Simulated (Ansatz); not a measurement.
# Re (P6_3/mmc) in Ansatz: notebook

Runs on Re. Level: PBE. Tasks: single point.

Everything below comes from runs of Ansatz 0.2.0. Logs are shortened: lines on timing, memory, paths and dates and some standing lists are left out, and cuts for length are marked.

**1. The structure**

It takes space group P6_3/mmc (No. 194, hexagonal). Conventional cell: a = 2.766 Å, b = 2.766 Å, c = 8.939 Å, α = 90.00°, β = 90.00°, γ = 120.00°. Re (site symmetry -6m2) has 12 Re at 2.75 to 2.77 Å as nearest neighbours. Re (site symmetry -3m) has 12 Re at 2.75 to 2.77 Å as nearest neighbours.

**2. Single point, PBE**

The input, input.yaml:

```yaml
crystal:
  lattice:
    - [2.7663873939, 0.0, 0.0]
    - [-1.3831936969, 2.3957617598, 0.0]
    - [0.0, 0.0, 8.93884516]
  atoms:
    - { symbol: Re, position: [0.6666666667, 0.3333333333, 0.75] }
    - { symbol: Re, position: [0.0, 0.0, 0.5] }
    - { symbol: Re, position: [0.3333333333, 0.6666666667, 0.25] }
    - { symbol: Re, position: [0.0, 0.0, 0.0] }
hamiltonian:
  xc: pbe
  pseudopotentials: { kind: paw }
kpoints:
  mp_grid: { grid: [8, 8, 3] }
scf:
  occupations: { method: fermi_dirac, width: 0.05 }
output:
  forces: true
  stress: true
  eigenvalues: true
```

Potentials or basis: Ansatz PAW.

The run is started by

```console
$ ansatz run input.yaml --threads 2 --pin off --max-ram 5632MiB --backend cpu --events-out ev --progress --plain --runs-dir out
```

The log of the run:

```text
Warning: RAYON_NUM_THREADS=2 ignored (pool sized by the plan → 2); use --threads N
Engine: ansatz 0.2.0, x86_64-unknown-linux-gnu
Pseudopotentials: kind: paw
Pseudopotential: Re, paw, valence charge 15, recommended cutoff 420 eV (normal), Re.paw.azcp
Functional definition: PBE
  parameter kappa = 0.804
  parameter beta = 0.06672455060314922
  exchange = pbe_x(kappa = kappa, mu = beta*pi^2/3)
  correlation = pbe_c(beta = beta)
Crystal: 4 atoms, lattice volume = 59.243 Å³
Basis set: ecut = 420 eV, 1157 PW (Γ), exchange–correlation on 40×40×120 points (8 copies of the dense FFT grid, shifted against one another)
Bands: 36, of which v1, the nominal top of the filled ones, is band 30 counted from 1 (29 counted from 0)
Symmetry: 24 space group operations
Space group: P63/mmc (ITA 194), of the structure as read, at distance tolerance 3.9e-5 Å
k-points: 20 of 192
Non-local potential: Re, projectors of the file, l = 0: 3, l = 1: 2, l = 2: 2, l = 3: 1
PAW form: soft (Blöchl's): semilocal exchange-correlation on the pseudo side does not see the compensation charge
PAW one-centre angular grid: Re, 590 points (default); XC on 64 Gauss nodes
Initial density: superposition of atomic densities (neutral atoms: chi_scale 0, normalization atom), corrected by the library's trained network
Initial wavefunctions: pseudopotential atomic-orbital guess
Functional: x = pbe(κ = 0.804, μ = 0.2195149727645171), c = pbe(β = 0.06672455060314922)
SCF iter   1: F=—  HF=-43472.285301 eV  |F-HF|=—  |Δ(HF+E_count)|=         —  Δρ=8.49e-3  dr2=2.05e-2  ethr=1.77e-3  ⟨swp⟩=5.3  Hψ=2454  notcnv=0
preconditioner: auto → Kerker (q_TF=auto, 2.734 Å⁻¹)  [metal: Δε(μ)=0.034 eV  Ē_g=5.452 eV  σ=0.050 eV  W_gap=0.16  n_scr=24 (ndim 8)  ℏωp=25.5 eV  f_vac=0.000  D(μ)=3.43/eV (n_scr^D=38)]
SCF iter   2: F=—  HF=-43472.286840 eV  |F-HF|=—  |Δ(HF+E_count)|=   1.54e-3  Δρ=4.72e-3  dr2=6.14e-3  ethr=3.42e-5  ⟨swp⟩=2.0  Hψ=969  notcnv=0  defer=2
SCF iter   3: F=—  HF=-43472.287513 eV  |F-HF|=—  |Δ(HF+E_count)|=   6.74e-4  Δρ=5.35e-4  dr2=1.75e-4  ethr=1.02e-5  ⟨swp⟩=2.0  Hψ=985  notcnv=0  defer=2
SCF iter   4: F=—  HF=-43472.287506 eV  |F-HF|=—  |Δ(HF+E_count)|=   7.08e-6  Δρ=6.89e-5  dr2=2.03e-6  ethr=2.92e-7  ⟨swp⟩=2.5  Hψ=936  notcnv=0  defer=2
SCF iter   5: F=—  HF=-43472.287579 eV  |F-HF|=—  |Δ(HF+E_count)|=   7.34e-5  Δρ=1.52e-5  dr2=1.55e-7  ethr=3.38e-9  ⟨swp⟩=2.0  Hψ=978  notcnv=0  defer=2
SCF iter   6: F=-43472.287579 eV  HF=-43472.287579 eV  |F-HF|=8.15e-10  |Δ(HF+E_count)|=   7.21e-9  Δρ=2.43e-6  dr2=2.72e-9  ethr=1.67e-10  ⟨swp⟩=5.7  Hψ=2513  notcnv=0
SCF 1 converged in 6 iterations: F = -43472.287579 eV  dr2 = 2.72e-9
SCF converged after 6 iterations
Free energy (F): -43472.287579 eV
Harris-Foulkes:  -43472.287579 eV  (|F-HF|=8.15e-10)
Internal energy: -43472.260285 eV  (E = F + TS)
E sigma→0 (E₀):  -43472.273932 eV
Entropy (-TS):   -0.027294 eV (-6.824 meV/atom)
Fermi energy:    23.924813 eV
--- Per-component energies (eV) ---
  E_band       = -296.625348
  E_kinetic    = 2164.491275
  E_local      = -3050.797479  (includes V_loc(G=0)·N_el)
  E_nonlocal   = 193.499136
  E_hartree    = 1093.331809
  E_xc         = -1616.287384
  E_vxc        = -1216.797166  (∫ρ·V_xc dr)
  E_paw        = -34635.798721  (= ΣΔE_a)
  E_vpaw       = -573.685025  (= ΣTr[D̂ρ^β])
  E_aug_tail   = -0.000311  (compensation charges beyond the density's cutoff)
  E_ewald      = -7620.698610
  E_smearing   = -0.027294  (= −TS)
  E_closure    = -0.000000  (closes the sum)
  Σ components = -43472.287579   (vs F -43472.287579, Δ=0.00e0)
--- Forces (eV/Å), atoms counted from 1 ---
  atom   1  Re    -0.00000000     0.00000000     0.00000000
  atom   2  Re     0.00000000    -0.00000000     0.00000000
  atom   3  Re     0.00000000    -0.00000000     0.00000000
  atom   4  Re     0.00000000     0.00000000    -0.00000000
  max |Σ_I F_I| component: 9.25e-18 eV/Å
--- Stress (GPa, compression-positive) ---
        3.918238      -0.000000       0.000000
        0.000000       3.918238       0.000000
        0.000000       0.000000       3.107868
  P = ⅓ Tr σ = 3.6481 GPa (36.481 kbar)
--- Band table (eV; the first three rows and the last of 20) ---
  k-point 0: bands = ["-55.9816", "-55.9286", "-55.9147", "-55.8612", "-18.4831", "-17.9267", "-17.8545", "-17.4537", "-17.4537", "-17.3822", "-17.3822", "-17.3525", "-17.3525", "-17.2797", "-17.2797", "-17.2569", "13.9891", "16.2882", "16.3795", "17.2393", "21.3764", "21.4589", "21.9827", "21.9827", "22.0008", "22.0008", "22.2760", "22.6852", "22.6852", "22.7779", "22.7779", "24.3941", "24.5351", "24.5351", "25.4103", "25.4103"]
  k-point 1: bands = ["-55.9737", "-55.9523", "-55.8909", "-55.8692", "-18.4062", "-18.1932", "-17.5778", "-17.4426", "-17.4426", "-17.4125", "-17.4125", "-17.3442", "-17.3218", "-17.3218", "-17.2911", "-17.2911", "14.3170", "15.2093", "17.0753", "17.2434", "21.6140", "22.0642", "22.0873", "22.0873", "22.0994", "22.1161", "22.1161", "22.5095", "22.5095", "22.5798", "22.5798", "23.5437", "24.8261", "24.8261", "25.2738", "25.2738"]
  k-point 2: bands = ["-55.9670", "-55.9180", "-55.9041", "-55.8546", "-18.4258", "-17.9489", "-17.8817", "-17.5832", "-17.4959", "-17.4743", "-17.4507", "-17.4137", "-17.4073", "-17.3838", "-17.3001", "-17.2807", "14.6159", "16.8543", "16.9377", "17.8202", "20.7105", "21.0635", "21.4424", "21.5001", "21.8658", "22.3920", "22.4792", "22.7992", "22.9409", "23.0865", "23.2424", "23.2796", "23.9657", "24.0664", "25.6631", "26.0906"]
  k-point 19: bands = ["-55.8516", "-55.8498", "-55.8332", "-55.8314", "-18.2646", "-18.2556", "-18.1731", "-18.1310", "-17.9728", "-17.9693", "-17.8701", "-17.7941", "-17.6663", "-17.6114", "-17.5452", "-17.4906", "18.6628", "18.7619", "19.2569", "19.3270", "19.6588", "19.9825", "20.3373", "20.5317", "21.4261", "21.6906", "21.7877", "22.2938", "23.5955", "23.8866", "25.0358", "25.4758", "26.8889", "27.2041", "27.4506", "27.7556"]
```

It took 1.9 s on 2 threads of Intel Xeon at 2.70GHz, shared host; peak memory 0.36 GiB.

What came out:

- Free energy: -43472.2876 eV
- Pressure: 3.6 GPa
- Band gap on the k mesh: none (metal or under the smearing width)

**3. Single point, PBE (strained by -4 %)**

input.yaml, as its differences from that of step 2:

```diff
@@ -2,4 +2,4 @@
   lattice:
-    - [2.7663873939, 0.0, 0.0]
-    - [-1.3831936969, 2.3957617598, 0.0]
+    - [2.6557318981, 0.0, 0.0]
+    - [-1.327865949, 2.3957617598, 0.0]
     - [0.0, 0.0, 8.93884516]
```

Potentials or basis: Ansatz PAW.

The run is started by

```console
$ ansatz run input.yaml --threads 2 --pin off --max-ram 5632MiB --backend cpu --events-out ev --progress --plain --runs-dir out
```

The log of the run:

```text
Warning: RAYON_NUM_THREADS=2 ignored (pool sized by the plan → 2); use --threads N
Engine: ansatz 0.2.0, x86_64-unknown-linux-gnu
Pseudopotentials: kind: paw
Pseudopotential: Re, paw, valence charge 15, recommended cutoff 420 eV (normal), Re.paw.azcp
Functional definition: PBE
  parameter kappa = 0.804
  parameter beta = 0.06672455060314922
  exchange = pbe_x(kappa = kappa, mu = beta*pi^2/3)
  correlation = pbe_c(beta = beta)
Crystal: 4 atoms, lattice volume = 56.873 Å³
Basis set: ecut = 420 eV, 1125 PW (Γ), exchange–correlation on 36×40×120 points (8 copies of the dense FFT grid, shifted against one another)
Bands: 36, of which v1, the nominal top of the filled ones, is band 30 counted from 1 (29 counted from 0)
Symmetry: 8 space group operations
Space group: Cmcm (ITA 63), of the structure as read, at distance tolerance 3.8e-5 Å
k-points: 42 of 192
Non-local potential: Re, projectors of the file, l = 0: 3, l = 1: 2, l = 2: 2, l = 3: 1
PAW form: soft (Blöchl's): semilocal exchange-correlation on the pseudo side does not see the compensation charge
PAW one-centre angular grid: Re, 590 points (default); XC on 64 Gauss nodes
Initial density: superposition of atomic densities (neutral atoms: chi_scale 0, normalization atom), corrected by the library's trained network
Initial wavefunctions: pseudopotential atomic-orbital guess
Functional: x = pbe(κ = 0.804, μ = 0.2195149727645171), c = pbe(β = 0.06672455060314922)
SCF iter   1: F=—  HF=-43472.000429 eV  |F-HF|=—  |Δ(HF+E_count)|=         —  Δρ=8.96e-3  dr2=2.04e-2  ethr=1.77e-3  ⟨swp⟩=5.5  Hψ=5350  notcnv=0
preconditioner: auto → Kerker (q_TF=auto, 2.753 Å⁻¹)  [metal: Δε(μ)=0.058 eV  Ē_g=5.727 eV  σ=0.050 eV  W_gap=0.27  n_scr=16 (ndim 8)  ℏωp=26.1 eV  f_vac=0.000  D(μ)=2.62/eV (n_scr^D=26)]
SCF iter   2: F=—  HF=-43472.001638 eV  |F-HF|=—  |Δ(HF+E_count)|=   1.21e-3  Δρ=5.00e-3  dr2=6.19e-3  ethr=3.40e-5  ⟨swp⟩=1.7  Hψ=1979  notcnv=0  defer=6
SCF iter   3: F=—  HF=-43472.002174 eV  |F-HF|=—  |Δ(HF+E_count)|=   5.36e-4  Δρ=5.41e-4  dr2=1.76e-4  ethr=1.03e-5  ⟨swp⟩=2.1  Hψ=2076  notcnv=0  defer=6
SCF iter   4: F=—  HF=-43472.002161 eV  |F-HF|=—  |Δ(HF+E_count)|=   1.23e-5  Δρ=6.94e-5  dr2=2.05e-6  ethr=2.93e-7  ⟨swp⟩=2.3  Hψ=1977  notcnv=0  defer=6
SCF iter   5: F=—  HF=-43472.002225 eV  |F-HF|=—  |Δ(HF+E_count)|=   6.37e-5  Δρ=1.49e-5  dr2=1.55e-7  ethr=3.41e-9  ⟨swp⟩=2.1  Hψ=2143  notcnv=0  defer=6
SCF iter   6: F=-43472.002225 eV  HF=-43472.002225 eV  |F-HF|=9.02e-10  |Δ(HF+E_count)|=   9.92e-9  Δρ=2.49e-6  dr2=2.67e-9  ethr=1.67e-10  ⟨swp⟩=5.5  Hψ=5221  notcnv=0
SCF 1 converged in 6 iterations: F = -43472.002225 eV  dr2 = 2.67e-9
SCF converged after 6 iterations
Free energy (F): -43472.002225 eV
Harris-Foulkes:  -43472.002225 eV  (|F-HF|=9.02e-10)
Internal energy: -43471.979798 eV  (E = F + TS)
E sigma→0 (E₀):  -43471.991011 eV
Entropy (-TS):   -0.022427 eV (-5.607 meV/atom)
Fermi energy:    25.136580 eV
--- Per-component energies (eV) ---
  E_band       = -230.749223
  E_kinetic    = 2175.803038
  E_local      = -2917.283733  (includes V_loc(G=0)·N_el)
  E_nonlocal   = 193.181369
  E_hartree    = 1056.984053
  E_xc         = -1620.038463
  E_vxc        = -1221.673299  (∫ρ·V_xc dr)
  E_paw        = -34636.466044  (= ΣΔE_a)
  E_vpaw       = -574.744718  (= ΣTr[D̂ρ^β])
  E_aug_tail   = -0.000309  (compensation charges beyond the density's cutoff)
  E_ewald      = -7724.159709
  E_smearing   = -0.022427  (= −TS)
  E_closure    = 0.000000  (closes the sum)
  Σ components = -43472.002225   (vs F -43472.002225, Δ=0.00e0)
--- Forces (eV/Å), atoms counted from 1 ---
  atom   1  Re     0.00000000     0.22401507     0.00000000
  atom   2  Re     0.00000000     0.00000000    -0.00000000
  atom   3  Re    -0.00000000    -0.22401507     0.00000000
  atom   4  Re     0.00000000     0.00000000     0.00000000
  max |Σ_I F_I| component: 2.78e-17 eV/Å
--- Stress (GPa, compression-positive) ---
       36.820913      -0.000000       0.000000
       -0.000000      16.016204       0.000000
        0.000000       0.000000      11.071257
  P = ⅓ Tr σ = 21.3028 GPa (213.028 kbar)
--- Band table (eV; the first three rows and the last of 42) ---
  k-point 0: bands = ["-54.8009", "-54.7419", "-54.7278", "-54.6682", "-17.3971", "-16.7871", "-16.7141", "-16.2412", "-16.1715", "-16.1416", "-16.1389", "-16.0679", "-16.0645", "-16.0499", "-16.0328", "-15.9605", "14.8782", "17.1769", "17.2670", "18.0690", "22.2893", "22.3611", "22.6269", "22.7103", "23.0528", "23.2926", "23.4341", "23.5743", "23.5825", "24.2563", "24.3403", "25.4191", "25.6601", "26.0418", "26.6083", "26.9339"]
  k-point 1: bands = ["-54.7922", "-54.7685", "-54.7011", "-54.6771", "-17.3132", "-17.0808", "-16.4091", "-16.2298", "-16.2027", "-16.1552", "-16.1276", "-16.1007", "-16.0973", "-16.0757", "-16.0031", "-15.9721", "15.2112", "16.1110", "17.9253", "18.0755", "22.4496", "22.7167", "22.7838", "22.8572", "23.0920", "23.1805", "23.2772", "23.6777", "23.6997", "24.0811", "24.1454", "24.5733", "25.9297", "26.3256", "26.4023", "26.7736"]
  k-point 2: bands = ["-54.7846", "-54.7298", "-54.7156", "-54.6603", "-17.3361", "-16.8060", "-16.7403", "-16.3900", "-16.2838", "-16.2502", "-16.2176", "-16.1808", "-16.0995", "-16.0727", "-16.0643", "-15.9815", "15.5158", "17.7558", "17.8377", "18.6604", "21.5945", "21.9520", "22.2068", "22.2109", "22.6026", "23.4169", "23.9027", "23.9623", "23.9727", "24.0707", "24.8094", "24.8471", "25.0490", "25.5152", "27.1598", "27.3235"]
  k-point 41: bands = ["-54.6504", "-54.6440", "-54.6190", "-54.6126", "-17.2147", "-17.1741", "-17.1592", "-17.0900", "-16.7680", "-16.7094", "-16.5595", "-16.5426", "-16.5077", "-16.4481", "-16.2999", "-16.2845", "19.5214", "19.5708", "19.7468", "19.9366", "20.7860", "20.9555", "21.3514", "21.4084", "22.4251", "22.8700", "22.9784", "23.1778", "24.3084", "24.4082", "25.8144", "26.1654", "27.1602", "28.3911", "29.7392", "29.8790"]
```

It took 2.8 s on 2 threads of Intel Xeon at 2.70GHz, shared host; peak memory 0.38 GiB.

Results:

| Property | Result |
| --- | --- |
| Free energy | -43472.0022 eV |
| Pressure | 21.3 GPa |
| Largest force | 0.224 eV/Å |
| Band gap on the k mesh | none (metal or under the smearing width) |

Forces in eV/Å, atoms in the order of the input:
```
Re   0.000  0.224  0.000
Re   0.000  0.000  0.000
Re   0.000 -0.224  0.000
Re   0.000  0.000  0.000
```

Stress tensor (GPa, compression positive):
```
36.82  0.00  0.00
 0.00 16.02  0.00
 0.00  0.00 11.07
```

Levels at points of the mesh, in eV from the Fermi level:
```
            k point  band 28  band 29  band 30  band 31  band 32  band 33
 (0.00, 0.00, 0.00)    -1.56    -1.55    -0.88    -0.80     0.28     0.52
(0.00, -0.50, 0.00)     0.65     0.68     0.93     1.90     4.10     4.12
(-0.50, 0.00, 0.00)     0.17     0.18     1.35     2.33     3.91     4.19
```

The run has no spin-orbit coupling, so splittings on Re are missing.
